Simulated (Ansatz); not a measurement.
Crystal: HfN.

```
Hf N
1.0
     0.00000    2.45482    2.45482
     2.45482    0.00000    2.45482
     2.45482    2.45482    0.00000
Hf N
1 1
Direct
  0.00000 0.00000 0.00000
  0.25000 0.25000 0.25000
```

The cell comes from a database or a generator and needn't be the stable form of this composition.

Base run:

| Property | Result |
| --- | --- |
| Program | Ansatz 0.2.0 |
| Functional | PBEsol |
| Potentials or basis | all-electron LAPW, scalar-relativistic |
| Cutoff | 392 eV |
| Density cutoff | 1568 eV |
| Basis error allowed | 0.001 eV/atom |
| k mesh | 9 × 9 × 9 |
| Occupations | fermi-dirac, width 0.05 eV |
| Spin | no spin polarisation |

Its results: pressure -5.0 GPa.

Question: After a change of settings the same cell gave: pressure -9.6 GPa. Which change was it?
A. k mesh from 9 × 9 × 9 to 5 × 5 × 5; occupations from fermi-dirac, width 0.05 eV to fermi-dirac, width 0.03 eV
B. functional from PBEsol to LDA
C. potentials or basis from all-electron LAPW, scalar-relativistic to all-electron PAW datasets made for the crystal
D. hubbard terms from none to Hf d U = 2 eV

Answer: B.

LDA binds more tightly than PBEsol, so the same cell stands under less pressure.

Not every run made on this cell is shown here.
